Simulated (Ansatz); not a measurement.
ZrO$_{2}$:
```yaml
crystal:
  lattice:
    - [3.60107, 0.00000, 0.00000]
    - [0.00000, 3.60107, 0.00000]
    - [0.00000, 0.00000, 5.22998]
  atoms:
    - { symbol: Zr, position: [0.00000, 0.00000, 0.00000] }
    - { symbol: Zr, position: [0.50000, 0.50000, 0.50000] }
    - { symbol: O, position: [0.00000, 0.50000, 0.30363] }
    - { symbol: O, position: [0.00000, 0.50000, 0.80363] }
    - { symbol: O, position: [0.50000, 0.00000, 0.19637] }
    - { symbol: O, position: [0.50000, 0.00000, 0.69637] }
```

Cartesian axes are those of the cell as given.

Task: Give the high-frequency dielectric tensor and the Born effective charge tensors of the independent atoms from DFPT, the program Ansatz at the r²SCAN level (PAW).

Result: 
ε∞:
```
5.27  0.00  0.00
0.00  5.27  0.00
0.00  0.00  4.68
```
Z* of atom 1 (Zr), rows: field, columns: displacement, in e:
```
5.73  0.00  0.00
0.00  5.73  0.00
0.00  0.00  4.87
```
Z* of atom 3 (O), rows: field, columns: displacement, in e:
```
-3.68   0.00   0.00
 0.00  -2.05   0.00
 0.00   0.00  -2.44
```

Static charges for comparison (Bader): Zr1 +2.70, O3 -1.35 e. Born charges measure polarisation by displacement and can exceed these by far.

Space group P4_2/nmc. This is a known high-temperature phase of the composition, computed here at zero pressure and temperature. Symmetry was held in the r²SCAN relaxation; its stability against distortions is not shown here. The run is not spin-polarised. Spin–orbit coupling is left out wherever it is not named.

Potentials: the earlier of the program's two PAW sets.
